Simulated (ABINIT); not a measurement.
MgTe:

```
Te Mg
1.0
     0.00000    3.23200    3.23200
     3.23200    0.00000    3.23200
     3.23200    3.23200    0.00000
Te Mg
1 1
Direct
  0.25000 0.25000 0.25000
  0.00000 0.00000 0.00000
```

The cell comes from a database or a generator and needn't be the stable form of this composition.

Base run:

| Item | Value |
| --- | --- |
| Program | ABINIT 10.8.3 (patched build) |
| Functional | PBEsol |
| Potentials or basis | JTH PAW PBE v2.0 |
| Cutoff | 517 eV |
| k mesh | 7 × 7 × 7 |
| Occupations | fermi-dirac, width 0.05 eV |
| Spin | no spin polarisation |

Its results: band gap on the k mesh 2.31 eV, direct; pressure -0.5 GPa.

Q: After a change of settings the same cell gave: band gap on the k mesh 2.42 eV, direct; pressure 0.6 GPa. Which change was it?
A. functional from PBEsol to PBE
B. functional from PBEsol to r2SCAN; cutoff from 517 eV to 626 eV; fine-grid cutoff from 1034.03 eV to 1224.51 eV
C. functional from PBEsol to LDA; potentials or basis from JTH PAW PBE v2.0 to JTH PAW LDA v2.0

A: A.

PBE binds less tightly than PBEsol, so the same cell stands under more pressure.

Caveats: spin-orbit coupling is left out, which moves the levels of the heavy elements; the PAW data sets were made with another functional, which shifts forces and pressure a little (some runs).
